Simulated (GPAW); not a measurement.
Set up this calculation in GPAW 26.7.0, as an ASE script.

```yaml
Task: band structure
Functional: PBEsol
Potentials_or_basis: PAW data sets generated in the run's folder for this functional
Cutoff: 800 eV
Basis: pw
k_mesh: 10 × 10 × 9
Occupations: fermi-dirac, width 0.05 eV
Spin: spin-orbit coupling, no magnetisation
Maxiter: 150
Band_path: GMKGALHA,LM,KH
Band_points: 80
spin_axis_theta_degrees: 0
spin_axis_phi_degrees: 0
Soc_after_scf: second variation
```

The system is WC (Qusongite).

```
W C
1.0
     2.90650    0.00000    0.00000
    -1.45325    2.51710    0.00000
     0.00000    0.00000    2.83660
W C
1 1
Direct
  0.00000 0.00000 0.00000
  0.66667 0.33333 0.50000
```

One way to write it, as run:

run.py

```python
import numpy as np
from ase import Atoms
from ase.dft.bandgap import bandgap
from ase.io import write
from ase.units import GPa
from gpaw import GPAW, PW, setup_paths
from gpaw.spinorbit import soc_eigenstates

setup_paths.insert(0, '.')

atoms = Atoms(['W', 'C'],
              cell=[[2.9065, 0.0, 0.0],
                    [-1.45325, 2.5171028361, 0.0],
                    [0.0, 0.0, 2.8366]],
              scaled_positions=[[0.0, 0.0, 0.0],
                                [0.6666666667, 0.3333333333, 0.5]],
              pbc=True)

calc = GPAW(mode=PW(800),
            xc='PBEsol',
            kpts={'size': (10, 10, 9), 'gamma': True},
            occupations={'name': 'fermi-dirac', 'width': 0.05},
            nbands=19,
            convergence={'density': 1e-05, 'energy': 1e-05},
            maxiter=150,
            txt='gpaw.txt')
atoms.calc = calc
energy = atoms.get_potential_energy()
forces = atoms.get_forces()
stress = atoms.get_stress()
calc.write('gs.gpw')
write('result.traj', atoms)
print(f'Energy: {energy:.6f} eV')
print('Forces (eV/A):')
print(forces.round(4))
print('Stress (GPa):', (stress / GPa).round(3))
print('Fermi level:', round(calc.get_fermi_level(), 4), 'eV')
print(f'Gap: {bandgap(calc)[0]:.4f} eV, direct: {bandgap(calc, direct=True)[0]:.4f} eV')

path = atoms.cell.bandpath('GMKGALHA,LM,KH', npoints=80, eps=1e-4)
bs_calc = calc.fixed_density(kpts=path, symmetry='off', nbands=28,
                             convergence={'bands': 'CBM+6.0', 'eigenstates': 1e-6}, txt='bands.txt')
bs = bs_calc.band_structure()
bs.write('bs.json')
print(f'Gap on the path: {bandgap(bs_calc)[0]:.4f} eV')

soc = soc_eigenstates(bs_calc, theta=0, phi=0)
np.savetxt('soc_bands.dat', soc.eigenvalues(), fmt='%.4f')
mesh = soc_eigenstates('gs.gpw', theta=0, phi=0)
np.savetxt('soc_mesh.dat', mesh.eigenvalues(), fmt='%.4f')
print('Fermi level with spin-orbit coupling:', round(mesh.fermi_level, 4), 'eV')
```

Potentials or basis: PAW data sets generated in the run's folder for this functional, pw.

The run is started by

```console
$ gpaw-setup -f PBEsol C W
$ OMP_NUM_THREADS=1 python run.py
```

Results of the run:

```
Pressure                : -4.0 GPa
Band gap along the path : none (metal or under the smearing width)
```

Caveat: spin-orbit coupling was added after a scalar SCF, so levels and gaps hold it while energy, forces, pressure and moments don't; this program's spin-orbit splittings come out too wide for heavy elements.

It took 35 s on 1 thread of Arm Neoverse V2 (shared host), peak memory 0.31 GiB.
